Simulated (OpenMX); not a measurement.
The system is Sb.

```
CELL_PARAMETERS angstrom
-1.91168 1.89860 1.91097
1.86645 -1.92422 1.89137
1.82583 1.83838 -1.93660
ATOMIC_POSITIONS crystal
Sb 0.00668 0.00212 0.01774
```

The cell isn't the ideal one: cell strained at random at fixed volume.

Base run:

| Item | Value |
| --- | --- |
| Program | OpenMX 3.8.5 |
| Functional | PBE |
| Potentials or basis | OpenMX 2013 PBE set, Sb7.0-s3p2d1, grid cutoff 500 Ry |
| k mesh | 11 × 11 × 11 |
| Occupations | fermi-dirac, width 0.05 eV |
| Spin | no spin polarisation |

Its results: band gap on the k mesh none (metal or under the smearing width); pressure 8.3 GPa.

**Question.** The run is repeated on the same cell with these changes: potentials or basis from OpenMX 2013 PBE set, Sb7.0-s3p2d1, grid cutoff 500 Ry to OpenMX 2013 PBE set, Sb7.0-s3p2d2, grid cutoff 500 Ry. What comes out?

**Answer.** Band gap on the k mesh none (metal or under the smearing width); pressure 4.5 GPa.

Caveats: the basis of atomic orbitals isn't converged, which shifts pressures, moduli and gaps.
